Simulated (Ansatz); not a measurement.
The system is C.

```xyz
8
Lattice="2.5221 0.0000 0.0000 -1.2611 2.1842 0.0000 0.0000 0.0000 8.2371" Properties=species:S:1:pos:R:3 pbc="T T T"
C     1.2611    0.7281    6.9501
C     0.0000    1.4561    2.8315
C     1.2611    0.7281    5.4056
C     0.0000    1.4561    1.2870
C     0.0000    0.0000    7.4649
C     0.0000    0.0000    3.3463
C     0.0000    0.0000    4.8908
C     0.0000    0.0000    0.7722
```

This is a hexagonal form of diamond, not graphite.

Below is the output of Ansatz 0.2.0 for this cell. Logs are shortened: lines on timing, memory, paths and dates and some standing lists are left out, and cuts for length are marked.

```text
Warning: RAYON_NUM_THREADS=4 ignored (pool sized by the plan → 4); use --threads N
Engine: ansatz 0.2.0, aarch64-unknown-linux-gnu
Pseudopotentials: kind: paw
Pseudopotential: C, paw, valence charge 4, recommended cutoff 420 eV (normal), C.paw.azcp
Functional definition: PBE
  parameter kappa = 0.804
  parameter beta = 0.06672455060314922
  exchange = pbe_x(kappa = kappa, mu = beta*pi^2/3)
  correlation = pbe_c(beta = beta)
Crystal: 8 atoms, lattice volume = 45.376 Å³
Basis set: ecut = 420 eV, 909 PW (Γ), exchange–correlation on 36×36×120 points (8 copies of the dense FFT grid, shifted against one another)
Bands: 24, of which v1, the nominal top of the filled ones, is band 16 counted from 1 (15 counted from 0)
Symmetry: 24 space group operations
Space group: P63/mmc (ITA 194), of the structure as read, at distance tolerance 3.6e-5 Å
k-points: 57 of 576
Non-local potential: C, projectors of the file, l = 0: 2, l = 1: 2, l = 2: 1
PAW form: soft (Blöchl's): semilocal exchange-correlation on the pseudo side does not see the compensation charge
PAW one-centre angular grid: C, 110 points (default); XC on 64 Gauss nodes
Initial density: superposition of atomic densities (neutral atoms: chi_scale 0, normalization atom), corrected by the library's trained network
Initial wavefunctions: pseudopotential atomic-orbital guess
Functional: x = pbe(κ = 0.804, μ = 0.2195149727645171), c = pbe(β = 0.06672455060314922)
SCF iter   1: F=—  HF=-2006.369908 eV  |F-HF|=—  |Δ(HF+E_count)|=         —  Δρ=3.15e-3  dr2=2.77e-3  ethr=1.77e-3  ⟨swp⟩=6.1  Hψ=6550  notcnv=0
preconditioner: auto → none  [insulator: Δε(μ)=4.430 eV  Ē_g=17.027 eV  σ=0.015 eV  W_gap=1.00  n_scr=6 (ndim 8)  ℏωp=31.2 eV  f_vac=0.000  D(μ)=0.00/eV (n_scr^D=0)  ε∞_Penn≈4.4]
SCF iter   2: F=—  HF=-2006.369292 eV  |F-HF|=—  |Δ(HF+E_count)|=   6.16e-4  Δρ=1.34e-3  dr2=2.77e-4  ethr=8.65e-6  ⟨swp⟩=2.2  Hψ=2943  notcnv=0  defer=134
SCF iter   3: F=—  HF=-2006.369445 eV  |F-HF|=—  |Δ(HF+E_count)|=   1.53e-4  Δρ=4.79e-4  dr2=3.08e-5  ethr=8.66e-7  ⟨swp⟩=2.9  Hψ=2165  notcnv=0  defer=134
SCF iter   4: F=—  HF=-2006.369495 eV  |F-HF|=—  |Δ(HF+E_count)|=   4.99e-5  Δρ=9.01e-5  dr2=9.18e-7  ethr=9.64e-8  ⟨swp⟩=2.6  Hψ=2186  notcnv=0  defer=134
iter 5 did not close the SCF: its close was put off for the readings that it lacked (scf_convergence_deferred on its scf_iter line)
SCF iter   5: F=-2006.369497 eV  HF=-2006.369497 eV  |F-HF|=1.07e-8  |Δ(HF+E_count)|=   1.45e-6  Δρ=7.90e-6  dr2=1.07e-8  ethr=2.87e-9  ⟨swp⟩=2.4  Hψ=2051  notcnv=0  defer=134
SCF iter   6: F=-2006.369497 eV  HF=-2006.369497 eV  |F-HF|=6.38e-10  |Δ(HF+E_count)|=   1.21e-8  Δρ=1.32e-6  dr2=3.02e-10  ethr=3.35e-11  ⟨swp⟩=9.8  Hψ=8068  notcnv=0
SCF 1 converged in 6 iterations: F = -2006.369497 eV  dr2 = 3.02e-10
  greatest PAW one-centre occupation: 0.645 electrons in one spin orbital (limit 2), on the C atom at site 3 (counted from 0), in its partial waves of l = 0
SCF converged after 6 iterations
Free energy (F): -2006.369497 eV
Harris-Foulkes:  -2006.369497 eV  (|F-HF|=6.38e-10)
Internal energy: -2006.369497 eV  (E = F + TS)
E sigma→0 (E₀):  -2006.369497 eV
Fermi energy:    15.662320 eV
--- Per-component energies (eV) ---
  E_band       = 138.786288
  E_kinetic    = 738.126282
  E_local      = -491.502310  (includes V_loc(G=0)·N_el)
  E_nonlocal   = 213.356214
  E_hartree    = 107.987790
  E_xc         = -389.780267
  E_vxc        = -483.903472  (∫ρ·V_xc dr)
  E_paw        = -793.746899  (= ΣΔE_a)
  E_vpaw       = -53.266052  (= ΣTr[D̂ρ^β])
  E_aug_tail   = 0.000068  (compensation charges beyond the density's cutoff)
  E_ewald      = -1390.810376
  E_smearing   = -0.000000  (= −TS)
  E_closure    = 0.000000  (closes the sum)
  Σ components = -2006.369497   (vs F -2006.369497, Δ=0.00e0)
--- Forces (eV/Å), atoms counted from 1 ---
  atom   1  C     -0.00000000    -0.00000000     0.31809917
  atom   2  C      0.00000000     0.00000000     0.31809917
  atom   3  C     -0.00000000    -0.00000000    -0.31809917
  atom   4  C     -0.00000000     0.00000000    -0.31809917
  atom   5  C     -0.00000000     0.00000000     0.32940987
  atom   6  C      0.00000000    -0.00000000     0.32940987
  atom   7  C     -0.00000000     0.00000000    -0.32940987
  atom   8  C      0.00000000    -0.00000000    -0.32940987
  max |Σ_I F_I| component: 6.48e-17 eV/Å
--- Stress (GPa, compression-positive) ---
       -1.839763       0.000000       0.000000
        0.000000      -1.839763       0.000000
        0.000000       0.000000      10.455406
  P = ⅓ Tr σ = 2.2586 GPa (22.586 kbar)
--- Band table (eV; the first three rows and the last of 57) ---
  k-point 0: bands = ["-8.1761", "-6.4825", "-6.4323", "-2.3641", "-0.0824", "6.7124", "6.7891", "10.4117", "10.4117", "11.4853", "11.4853", "11.7090", "11.7090", "13.2286", "13.4514", "13.4514", "18.6411", "18.6411", "19.1665", "20.4581", "20.4581", "20.8156", "21.3990", "21.3990"]
  k-point 1: bands = ["-8.0677", "-7.2053", "-5.5092", "-3.1567", "0.8899", "4.6414", "8.8871", "10.4900", "10.4900", "11.0902", "11.0902", "12.1873", "12.1873", "12.5394", "13.2557", "13.2557", "18.8706", "18.8706", "19.5190", "20.0818", "20.0818", "20.6490", "21.6594", "21.6712"]
  k-point 2: bands = ["-7.7433", "-7.7433", "-4.3831", "-4.3831", "2.6490", "2.6490", "10.7208", "10.7208", "10.7208", "10.7208", "10.9085", "10.9085", "12.7743", "12.7743", "12.7743", "12.7743", "19.4321", "19.4321", "19.4321", "19.4321", "20.1679", "20.1679", "21.6639", "21.6639"]
  k-point 56: bands = ["-0.7974", "-0.7974", "-0.6821", "-0.6821", "1.7509", "1.7509", "2.4458", "2.4458", "4.0660", "4.0660", "4.9196", "4.9196", "8.0882", "8.0882", "8.3470", "8.3470", "18.6901", "18.6901", "23.2204", "23.2204", "24.4975", "24.4975", "25.2860", "25.2860"]
```

**Question.** What input gives this log?

**Answer.** Single point with PBE, no spin polarisation. The files as run (others can give the same):

input.yaml
```yaml
crystal:
  lattice:
    - [2.5221, 0.0, 0.0]
    - [-1.26105, 2.1842026709, 0.0]
    - [0.0, 0.0, 8.2371]
  atoms:
    - { symbol: C, position: [0.6666666667, 0.3333333333, 0.84375] }
    - { symbol: C, position: [0.3333333333, 0.6666666667, 0.34375] }
    - { symbol: C, position: [0.6666666667, 0.3333333333, 0.65625] }
    - { symbol: C, position: [0.3333333333, 0.6666666667, 0.15625] }
    - { symbol: C, position: [0.0, 0.0, 0.90625] }
    - { symbol: C, position: [0.0, 0.0, 0.40625] }
    - { symbol: C, position: [0.0, 0.0, 0.59375] }
    - { symbol: C, position: [0.0, 0.0, 0.09375] }
hamiltonian:
  xc: pbe
  pseudopotentials: { kind: paw }
kpoints:
  mp_grid: { grid: [12, 12, 4] }
scf:
  occupations: { method: gaussian, width: 0.015 }
output:
  forces: true
  stress: true
  eigenvalues: true
  write_density: true
  write_potential: true
  elf: true
  volumetric_format: npy
```

Potentials or basis: Ansatz PAW.
Run with:
```sh
$ ansatz run input.yaml --threads 4 --pin off --max-ram 11264MiB --backend cpu --events-out ev --progress --plain --runs-dir out
```

Caveat: the pressure holds a Pulay correction of +1.0 GPa for the finite cutoff.
